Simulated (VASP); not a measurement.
Set up this calculation in VASP 6.6.1, as the native input.

* Task: relaxation of cell and atoms
* Functional: PBE
* Potentials or basis: VASP PAW PBE potentials, release 64 (Ti_sv, Te)
* Cutoff: 600 eV
* k mesh: 8 × 8 × 8
* Occupations: fermi-dirac, width 0.05 eV
* Spin: no spin polarisation
* Further INCAR settings: ALGO = Fast; EDIFF = 1e-06; IBRION = 2; EDIFFG = -0.02; NSW = 60; ISIF = 3

The structure of TiTe lies in POSCAR:

```
TiTe
1.0
    0.0000000000      3.0500668100      3.0500668100
    3.0500668100      0.0000000000      3.0500668100
    3.0500668100      3.0500668100      0.0000000000
Ti Te
1 1
Direct
    0.5000000000      0.5000000000      0.5000000000
    0.0000000000      0.0000000000      0.0000000000
```

The cell comes from a database or a generator and needn't be the stable form of this composition.

One way to write it, as run:

INCAR

```
SYSTEM = TiTe
  PREC = Accurate
  ENCUT = 600
  EDIFF = 1E-6
  ISMEAR = -1
  SIGMA = 0.05
  LREAL = .FALSE.
  LASPH = .TRUE.
  NELM = 100
  ALGO = Fast
  ISIF = 3
  LWAVE = .FALSE.
  LCHARG = .FALSE.
  GGA = PE
  IBRION = 2
  NSW = 60
  EDIFFG = -0.02
```

KPOINTS

```
Automatic mesh
0
G
  8 8 8
  0 0 0
```

Potentials or basis: VASP PAW PBE potentials, release 64 (Ti_sv, Te).

Command:

```sh
$ cat potpaw_PBE.64/Ti_sv/POTCAR potpaw_PBE.64/Te/POTCAR > POTCAR
$ mpirun -np 1 vasp_std > vasp.out
```

It gave:

```
Relaxed volume                         : 22.57 Å³/atom
Relaxed cell                           : a = 3.996 Å, b = 3.996 Å, c = 3.996 Å, α = 60.00°, β = 60.00°, γ = 60.00°
Space group after relaxing (to 0.05 Å) : Fm-3m (No. 225)
Energy gained by relaxing              : 238.9 meV/atom
Ionic steps                            : 3
Pressure after relaxing                : 0.0 GPa
```

Caveat: the volume moved by over 15 % at a fixed basis, so the end points are rough.

It took 100 s on 1 thread of Intel(R) Xeon(R) 6975P-C (Granite Rapids), on a shared host, peak memory 0.23 GiB.
